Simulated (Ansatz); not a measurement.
Ti:

```
Ti
1.0
    -1.64100    1.64100    1.64100
     1.64100   -1.64100    1.64100
     1.64100    1.64100   -1.64100
Ti
1
Cartesian
  0.0000 0.0000 0.0000
```

This isn't the form of Ti at room conditions, which is hcp.

- Program: Ansatz 0.2.0
- Task: relaxation of cell and atoms
- Functional: PBE
- Dispersion: D3(BJ)
- Potentials or basis: Ansatz PAW
- Cutoff: 420 eV (not typed: the program's choice for these potentials)
- k mesh: 11 × 11 × 11
- Occupations: fermi-dirac, width 0.05 eV
- Spin: no spin polarisation

At the start: volume 17.68 Å³/atom.

How do energy, volume and symmetry change on relaxing?

It ends after 6 steps and the volume is 16.29 Å³/atom (-7.9 %); space group Im-3m (No. 229, to 0.05 Å).

The path:
| step | energy change (eV) | largest force (eV/Å) | volume (Å³) |
| --- | --- | --- | --- |
| 1 | 0.0000 | 0.0000 | 17.68 |
| 2 | -0.0073 | 0.0000 | 15.17 |
| 3 | -0.0372 | 0.0000 | 16.41 |
| 4 | -0.0375 | 0.0000 | 16.30 |
| 5 | -0.0375 | 0.0000 | 16.29 |
| 6 | -0.0373 | 0.0000 | 16.29 |

Final structure:
```
Ti
1.0
    -1.59683    1.59683    1.59683
     1.59683   -1.59683    1.59683
     1.59683    1.59683   -1.59683
Ti
1
Direct
  0.00000 0.00000 0.00000
```

Caveat: the plane-wave basis is chosen anew once the cell has moved, so the energies of steps on either side of that aren't comparable; pairwise dispersion overbinds metals, which lowers pressure and volume.
